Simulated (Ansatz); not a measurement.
# Transmission past a defect: Rh wire along [110], 4 atoms a period, Zn in place of one Rh

Aim: how much does this defect scatter, and at which energies?

Main program and level: Ansatz 0.2.0; DFT PBE, plane waves, PAW; relaxation of a wire's period, in the first sound run; inputs show where later runs differ.

Most raw output is cut from this account.

## 1. Set-up

The cell holds 4 atoms: 4 Rh. Cell: a = 8.715 Å, b = 10.862 Å, c = 2.708 Å, α = 90.0°, β = 90.0°, γ = 90.0°. Vacuum lies along a and b. The structure's axis is c.

## 2. Relaxing the period

Band widths follow the bond lengths, so the wire is relaxed first. The atoms and the third cell vector are free; the box across stays fixed as vacuum. Moments are seeded so that a magnetic state can form if it lies lower. A Fermi-Dirac smearing is set since the result may be a metal. The pressure printed is a third of the stress's trace over the whole box, vacuum included; only the stress along the axis is relaxed.

File input.yaml:

```yaml
crystal:
  lattice:
    - [8.715, 0.0, 0.0]
    - [0.0, 10.862, 0.0]
    - [0.0, 0.0, 2.7082189719]
  atoms:
    - { symbol: Rh, position: [0.390131956, 0.4376827, 0.0], spin: 0.8 }
    - { symbol: Rh, position: [0.609868044, 0.31301786, 0.5], spin: 0.8 }
    - { symbol: Rh, position: [0.609868044, 0.562347539, 0.5], spin: 0.8 }
    - { symbol: Rh, position: [0.390131956, 0.687012379, 0.0], spin: 0.8 }
magnetization:
  spin_polarized: true
kpoints:
  mp_grid: { grid: [1, 1, 30] }
scf:
  occupations: { method: fermi_dirac, width: 0.05 }
hamiltonian:
  xc: pbe
relax:
  cell: { fix: [a, b, alpha, beta, gamma] }
  max_steps: 60
```

Started as:

```bash
$ ansatz run input.yaml --threads 4 --pin off --max-ram 16384MiB --backend cpu --events-out ev --progress --plain --runs-dir out
```

Elapsed: 2.7 min, on 4 threads of Arm Neoverse V1, shared host; peak memory 0.74 GiB; 10 min of CPU time.

The steps of the relaxation:

```
step  energy less that of the first step (eV)  largest force component (eV/Å)  pressure (GPa)  volume (Å³)
   1                                   0.0000                          1.4331           -3.89       256.37
   2                                  -0.4849                          0.9890            0.86       248.15
   3                                  -0.6129                          0.2017           -0.55       242.94
   4                                  -0.6417                          0.1187            0.03       238.70
   5                                  -0.6467                          0.0412            0.09       237.79
   6                                  -0.6401                          0.2025           -0.61       239.18
   7                                  -0.6476                          0.0135           -0.06       238.08
   8                                  -0.6486                          0.0051           -0.05       238.10
   9                                  -0.6493                          0.0948           -0.28       238.04
  10                                  -0.6502                          0.0169           -0.07       238.00
  11                                  -0.6509                          0.0096           -0.03       238.02
  12                                  -0.6503                          0.1214           -0.39       238.07
  13                                  -0.6517                          0.0160           -0.03       238.05
  14                                  -0.6524                          0.0416           -0.16       238.07
  15                                  -0.6527                          0.0388           -0.15       238.07
  16                                  -0.6534                          0.0098           -0.06       238.04
  17                                  -0.6498                          0.1760           -0.47       238.01
  18                                  -0.6536                          0.0068           -0.04       238.06
 19*                                  -0.6500                          0.0070           -0.03       238.06
```

Relaxation steps marked * repeat the geometry before them on a plane-wave basis chosen anew for their cell, so energy and pressure can jump there. Relaxation steps 6, 12, 17 were tried and not accepted.

The run keeps the 4 symmetry operations that it works with, so distortions that break them were not tested.

```
cell as run  before  after  change
      c (Å)   2.708  2.515  -7.1 %
```

The atoms that moved most (Å, along periodic axes as changes of fractional coordinates times the final cell, across vacuum about the mean position):

```
atom      dx      dy     dz  length
 Rh2   0.448   0.467  0.000   0.647
 Rh4  -0.448  -0.467  0.000   0.647
 Rh1   0.148  -0.172  0.000   0.227
 Rh3  -0.148   0.172  0.000   0.227
```

The relaxed structure:

```cif
data_structure
_symmetry_space_group_name_H-M 'P 1'
_symmetry_Int_Tables_number 1
_cell_length_a 8.7150
_cell_length_b 10.8620
_cell_length_c 2.5148
_cell_angle_alpha 90.000
_cell_angle_beta 90.000
_cell_angle_gamma 90.000
_cell_volume 238.06
loop_
_atom_site_label
_atom_site_type_symbol
_atom_site_fract_x
_atom_site_fract_y
_atom_site_fract_z
_atom_site_occupancy
Rh1 Rh 0.40717 0.42184 0.00000 1
Rh2 Rh 0.66132 0.35602 0.50000 1
Rh3 Rh 0.59283 0.57819 0.50000 1
Rh4 Rh 0.33868 0.64401 0.00000 1
```

Numbers from this step:

```
energy at zero smearing    : -25604.6689 eV
total moment               : 1.662 μB
absolute moment            : 1.717 μB
cell length along the wire : 2.515 Å
```

Site moment by atom:

```
atom  site moment (μB)
 Rh1             0.372
 Rh2             0.381
 Rh3             0.372
 Rh4             0.381
```

The cell's length comes to 2.515 Å with an absolute moment of 1.72 μB a cell.

## 3. Bands of the perfect wire

This step: DFT PBE, plane waves, PAW; channels and complex bands of a perfect wire (Ansatz 0.2.0).

At the relaxed period the Bloch states of the perfect wire are found at each energy: those that move forward count the open channels, and those that decay describe how a disturbance dies away inside the wire itself. An energy step of 0.035 eV is under the 0.039 eV that the program asks for its thermal average at 300 K.

File input.yaml:

```yaml
crystal:
  lattice:
    - [8.715, 0.0, 0.0]
    - [0.0, 10.862, 0.0]
    - [0.0, 0.0, 2.5147952622]
  atoms:
    - { symbol: Rh, position: [0.407171114, 0.421839195, 0.0], spin: 0.37 }
    - { symbol: Rh, position: [0.661322864, 0.356015852, 0.5], spin: 0.38 }
    - { symbol: Rh, position: [0.592828886, 0.578191044, 0.5], spin: 0.37 }
    - { symbol: Rh, position: [0.338677136, 0.644014387, 0.0], spin: 0.38 }
magnetization:
  spin_polarized: true
kpoints:
  mp_grid: { grid: [1, 1, 32] }
scf:
  occupations: { method: fermi_dirac, width: 0.05 }
hamiltonian:
  xc: pbe
output:
  transmission:
    e_range: [-1.26, 1.26]
    de: 0.035
    kmesh: [1, 1]
    reduced_basis: true
    leads: [[0, 0]]
basis:
  ecutwfc: "350 eV"
```

The job ended after 3.6 min (4 threads; peak memory 1.2 GiB; 13 min of CPU time).

Numbers from this step:

```yaml
energy_at_zero_smearing: -25604.6309 eV
total_moment: 1.726 μB
absolute_moment: 1.784 μB
channels_at_the_energy_nearest_the_fermi_level_spin_up: 5
channels_at_the_energy_nearest_the_fermi_level_spin_down: 9
conductance_of_the_lead_as_this_run_defines_it: 6.438 G₀
band_gap: 0 eV
```

Table of open channels of the lead by energy, zero at the Fermi level:

```
energy (eV)  spin up  spin down
      -1.26        7          8
      -1.19        7          8
      -1.08        8         10
      -1.01        8          9
      -0.91        8          7
      -0.84       10          7
      -0.73        9          8
      -0.67        9          8
      -0.56        9         10
      -0.49        9         10
      -0.39        8          9
      -0.32        5          9
      -0.21        7          9
      -0.14        5         10
      -0.04        5          9
       0.00        5          9
       0.04        5          7
       0.14        6          5
       0.21        5          7
       0.32        8          5
       0.39        6          6
       0.49        6          6
       0.56        5          6
       0.67        6          6
       0.73        6          6
       0.84        5          5
       0.91        5          5
       1.01        5          6
       1.08        3          5
       1.19        4          5
       1.26        4          5
```

Spin up; the slowest values at each energy, most degenerate partners merged, listed up to 1.5 1/Å. Im kz of the slowest decaying states against energy, zero at the Fermi level:

```
energy (eV)  decay 1 (Å⁻¹)  decay 2 (Å⁻¹)  decay 3 (Å⁻¹)  decay 4 (Å⁻¹)
      -1.26         0.0231         0.0368          0.113          0.144
      -1.16         0.0292         0.0854          0.111          0.144
      -1.05         0.0853          0.164          0.223          0.245
      -0.94         0.0402          0.177          0.202          0.282
      -0.84          0.138          0.183          0.278          0.318
      -0.77         0.0193         0.0379         0.0579          0.183
      -0.67         0.0766          0.104          0.177          0.236
      -0.56         0.0803          0.160          0.166          0.178
      -0.46          0.126          0.179          0.336          0.637
      -0.35        0.00761          0.133          0.140          0.263
      -0.24         0.0921          0.139          0.142          0.313
      -0.14          0.091          0.107          0.182          0.206
      -0.04         0.0965          0.156          0.199          0.250
       0.00         0.0857          0.170          0.199          0.263
       0.04         0.0686          0.181          0.196          0.275
       0.14         0.0909          0.137          0.204          0.306
       0.24         0.0551          0.129          0.316          0.334
       0.35          0.156          0.358          0.404          0.439
       0.46         0.0647          0.175          0.380          0.404
       0.56         0.0573         0.0668          0.190          0.400
       0.67         0.0341          0.120          0.201          0.418
       0.77          0.131          0.153          0.208          0.428
       0.84         0.0433          0.157          0.170          0.211
       0.94         0.0547          0.183          0.188          0.213
       1.05         0.0432         0.0454          0.199          0.202
       1.16          0.129          0.202          0.215          0.217
       1.26          0.177          0.199          0.223          0.226
```

Spin down; the slowest values at each energy, most degenerate partners merged, listed up to 1.5 1/Å. Table of Im kz of the slowest decaying states by energy, zero at the Fermi level:

```
energy (eV)  decay 1 (Å⁻¹)  decay 2 (Å⁻¹)  decay 3 (Å⁻¹)  decay 4 (Å⁻¹)
     -1.190         0.0671          0.141          0.273          0.276
     -1.085         0.0851          0.229          0.278          0.316
     -1.015        0.00905          0.114          0.183          0.289
     -0.910         0.0521          0.110          0.137          0.143
     -0.805         0.0431          0.108          0.162          0.247
     -0.700         0.0588          0.174          0.219          0.313
     -0.595          0.169          0.180          0.316          0.357
     -0.490         0.0897          0.181          0.304          0.391
     -0.385          0.052         0.0770          0.176          0.284
     -0.315         0.0682          0.110          0.167          0.263
     -0.210         0.0555          0.146          0.166          0.214
     -0.105         0.0334         0.0566          0.104          0.106
      0.000         0.0816         0.0825          0.181          0.454
      0.105         0.0660          0.107          0.122          0.165
      0.210          0.101          0.127          0.214          0.375
      0.315         0.0503          0.138          0.139          0.262
      0.385         0.0691          0.122          0.167          0.285
      0.490         0.0768          0.114           0.19          0.314
      0.595         0.0211          0.143          0.305          0.339
      0.700         0.0746          0.163          0.362          0.403
      0.805         0.0813          0.177          0.383          0.406
      0.910         0.0457         0.0967          0.187          0.402
      1.015         0.0742          0.137          0.193          0.419
      1.085         0.0235          0.122          0.156          0.194
      1.190         0.0350          0.160          0.176          0.194
```

By hand: the program gives 5.2695 × 10^14 S/m² over the cell's cross-section of 94.66 Å² = 9.466 × 10^-19 m², so one cell conducts 4.988 × 10^-4 S. Divided by G0 = 2e²/h = 7.748 × 10^-5 S this is 6.44 G0, a resistance of 2.00 kΩ.

At the computed energy nearest the Fermi level there are 5 spin-up and 9 spin-down channels, and the thermal average gives 6.44 G₀.

## 4. Relaxation of the scattering region

This step: DFT PBE, plane waves, PAW; relaxation of a junction in a wire, ends held (Ansatz 0.2.0).

System of this step: Rh wire along [110], 4 atoms a period, Zn in place of one Rh. The cell holds 36 atoms: 35 Rh and 1 Zn. Cell: a = 8.715 Å, b = 10.862 Å, c = 22.633 Å, α = 90.0°, β = 90.0°, γ = 90.0°. Regions: held atoms, 24 atoms (24 Rh); free atoms, 12 atoms (11 Rh and 1 Zn). Vacuum lies along a and b. The structure's axis is c.

12 atoms at the defect are free to relax, while 24 stay where the perfect wire has them, so that the ends still repeat as a lead. The cutoff is set under the files' recommended one to save time.

File input.yaml:

```yaml
crystal:
  lattice:
    - [8.715, 0.0, 0.0]
    - [0.0, 10.862, 0.0]
    - [0.0, 0.0, 22.6331573598]
  atoms:
    - { symbol: Rh, position: [0.407171114, 0.421839195, 0.0], spin: 0.37 }
    - { symbol: Rh, position: [0.661322864, 0.356015852, 0.055555556], spin: 0.38 }
    - { symbol: Rh, position: [0.592828886, 0.578191044, 0.055555556], spin: 0.37 }
    - { symbol: Rh, position: [0.338677136, 0.644014387, 0.0], spin: 0.38 }
    - { symbol: Rh, position: [0.407171114, 0.421839195, 0.111111111], spin: 0.37 }
    - { symbol: Rh, position: [0.661322864, 0.356015852, 0.166666667], spin: 0.38 }
    - { symbol: Rh, position: [0.592828886, 0.578191044, 0.166666667], spin: 0.37 }
    - { symbol: Rh, position: [0.338677136, 0.644014387, 0.111111111], spin: 0.38 }
[... 24 atom lines left out ...]
    - { symbol: Rh, position: [0.407171114, 0.421839195, 0.888888889], spin: 0.37 }
    - { symbol: Rh, position: [0.661322864, 0.356015852, 0.944444444], spin: 0.38 }
    - { symbol: Rh, position: [0.592828886, 0.578191044, 0.944444444], spin: 0.37 }
    - { symbol: Rh, position: [0.338677136, 0.644014387, 0.888888889], spin: 0.38 }
magnetization:
  spin_polarized: true
kpoints:
  mp_grid: { grid: [1, 1, 2] }
scf:
  occupations: { method: fermi_dirac, width: 0.1 }
hamiltonian:
  xc: pbe
relax:
  constraints:
    - { sites: [0, 1, 2, 3, 4, 5, 6, 7, 8, 9, 10, 11, 24, 25, 26, 27, 28, 29, 30, 31, 32, 33, 34, 35] }
  f_tol: 0.06
  max_steps: 35
basis:
  ecutwfc: "350 eV"
```

The job ended after 17 min (4 threads; peak memory 8.3 GiB).

The steps of the relaxation:

```
step  energy less that of the first step (eV)  largest force component (eV/Å)
   1                                   0.0000                          0.5594
   2                                  -0.0687                          0.3575
   3                                  -0.1526                          0.2407
   4                                  -0.2600                          0.2838
   5                                  -0.3544                          0.2370
   6                                  -0.4189                          0.1166
   7                                  -0.4270                          0.1879
   8                                  -0.4432                          0.0589
   9                                  -0.4432                          0.0589
```

The atoms that moved most (Å):

```
atom      dx      dy      dz  length
Zn17   0.069  -0.979  -0.016   0.981
Rh20  -0.005  -0.928  -0.008   0.928
Rh21   0.016  -0.028  -0.126   0.130
Rh13   0.039  -0.023   0.113   0.121
Rh14   0.097  -0.023  -0.006   0.100
Rh16   0.090   0.019   0.034   0.098
Rh18   0.083  -0.030  -0.007   0.089
Rh15   0.053  -0.058   0.030   0.084
```

This step gave:

* energy at zero smearing: -227359.6994 eV
* total moment: 14.86 μB
* absolute moment: 15.24 μB

Site moment by element, in μB:

```
element  atoms    mean  spread (r.m.s.)   least  largest
     Rh     35   0.375            0.083   0.197    0.511
     Zn      1  -0.003            0.000  -0.003   -0.003
```

The atoms farthest from the mean of their element:

```
atom        x, y, z (Å)  site moment (μB)
Rh18  5.85, 3.84, 11.31             0.197
Rh14   5.86, 3.84, 8.80             0.200
Rh24  3.02, 7.01, 12.54             0.511
Rh23  5.16, 6.29, 13.82             0.503
Rh11   5.17, 6.28, 6.29             0.498
Rh16   3.04, 7.01, 7.58             0.496
Rh21  3.56, 4.55, 12.45             0.492
Rh20  2.95, 6.07, 10.05             0.258
```

The largest force component on a free atom ends at 0.059 eV/Å, under the limit of 0.06. Zn ends nearest to Rh at 2.55 Å, Rh at 2.57 Å, Rh at 2.57 Å, Rh at 2.58 Å and Rh at 2.59 Å. 1 atom of the wire itself, hydrogen apart, moved by over 0.45 Å, up to 0.93 Å.

[end of part 1 of 2]

[Logs are printed without paths, hosts, clocks, repeated set-up lines and the standing remarks that a program may print on its own settings, such as how far it seeks lower states.]

[Hosts, paths, dates, database ids (printed as entryN), source tags and the programs' standing remarks are cut or masked in the printed files.]
